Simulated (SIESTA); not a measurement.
# ZrC in SIESTA: convergence with basis size

The system is ZrC.

```
Zr C
1.0
     0.00000    2.36500    2.36500
     2.36500    0.00000    2.36500
     2.36500    2.36500    0.00000
Zr C
1 1
Direct
  0.49014 0.49591 0.50642
  0.98906 0.99528 0.02158
```

The cell isn't the ideal one: atoms moved at random, drawn with an rms of 0.05 Å.

```yaml
Program: SIESTA 5.4.2
Task: single point
Functional: RPBE
Potentials_or_basis: PseudoDojo 0.4 standard (PBE files)
Basis: SZ (energy shift 0.003 Ry)
Grid_cutoff: 800 Ry
Energy_shift: 0.003 Ry
k_mesh: 8 × 8 × 8
Occupations: fermi-dirac, width 0.05 eV
Spin: no spin polarisation
```

These are the settings of the first run; the series varies basis size, with any setting tied to it.

Hardware: 1 thread of Arm Neoverse V1 (shared host).

| basis size | energy less the tightest run, at zero smearing (meV/atom) | pressure (GPa) | largest force (eV/Å) | SCF cycles | CPU time (s) | peak memory (GiB) |
| --- | --- | --- | --- | --- | --- | --- |
| SZ | 443.11 | -2.29 | 0.360 | 7 | 16 | 0.21 |
| SZP | 169.14 | 2.35 | 0.368 | 9 | 48 | 0.27 |
| DZ | 105.22 | 2.30 | 0.361 | 9 | 30 | 0.24 |
| DZP | 61.33 | 1.67 | 0.354 | 8 | 65 | 0.3 |
| DZDP | 41.94 | 1.14 | 0.349 | 8 | 100 | 0.33 |
| TZP | 21.62 | 1.47 | 0.341 | 8 | 98 | 0.33 |
| TZDP | 6.65 | 0.83 | 0.342 | 8 | 140 | 0.37 |
| TZTP | 0.00 | 1.12 | 0.341 | 9 | 210 | 0.42 |

Against the tightest run, the largest force stays within 0.005 eV/Å from TZP on. Not settled before the last step: the energy (to 1 meV/atom), the pressure (to 0.1 GPa). The tightest run that finished is the yardstick and may itself not be fully converged.

Caveat, for the tightest run too: the potentials were made for another functional, which shifts forces and pressure; the basis of atomic orbitals isn't converged, which shifts pressures, moduli and gaps.
